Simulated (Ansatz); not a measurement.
# WS2 in MoS2: predicting the transmission of electrons through a thicker layer

**Method.** Ansatz 0.2.0, plane waves with PAW datasets, PBE. A layer of WS2 (2H layers) is set into MoS2 (2H layers), which serves as both leads, on a net of side 3.17 Å (strains of 0.0 % for the lead and 0.0 % for the layer, against typed lattice constants near PBE's), with spacings from relaxations of each crystal under D3(BJ); the joins are as laid, not relaxed. T is the transmission of one spin for electrons 0.15 eV into the lead's conduction band (from the first grid energy with a channel), at one wavevector off the zone centre across the current, summed over the channels open there; d is the cell's length less the lead's stretch. The conduction offset, layer less lead, is +0.25 eV between the band edges, whatever their valley.

What is known so far:

| stack (planes) | d (Å) | T |
| --- | --- | --- |
| MoS2 24 / WS2 6 | 12.12 | 0.261 |
| MoS2 24 / WS2 12 | 24.24 | 0.0361 |
| MoS2 24 / WS2 18 | 36.37 | 5.35e−3 |
| MoS2 24 / WS2 24 | 48.49 | 8.69e−4 |

Task: A further stack, MoS2 24 / WS2 30, has d = 60.62 Å. Fit T ∝ exp(−βd) to the rows shown and predict its T.

Working: Take y = ln T: −1.34, −3.32, −5.23 and −7.05. The means are d = 30.30 Å and y = −4.24; Σ(Δd Δy) = −115.33 and Σ(Δd)² = 734.96, so the slope is −0.157 Å⁻¹ (β = 0.157 Å⁻¹). At d = 60.62 Å, y = −4.24 − 0.157 × 30.31 = −8.99, or T = 1.24e−4.

Check: The run gave T = 1.52e−4. The prediction is 0.816 times that, too low by 18 %. Step by step the slopes are 0.16, 0.16, 0.15 and 0.14 Å⁻¹. How much of this is a real bend and how much error of the rows wasn't traced.

**Limits.** The energy is tied to a grid of 0.05 eV, and to each cell's own Fermi level, so its depth in the band drifts by up to a step between stacks, which bends ln T. Semilocal functionals make gaps too small, often by an eV or more, which enters masses, offsets and β. No spin-orbit coupling. Series are chosen for lead steps under 40 meV (30 for wells), a barrier that blocks and a steady trend in the rows shown; the data set holds 236 series of this kind, and not all pass.
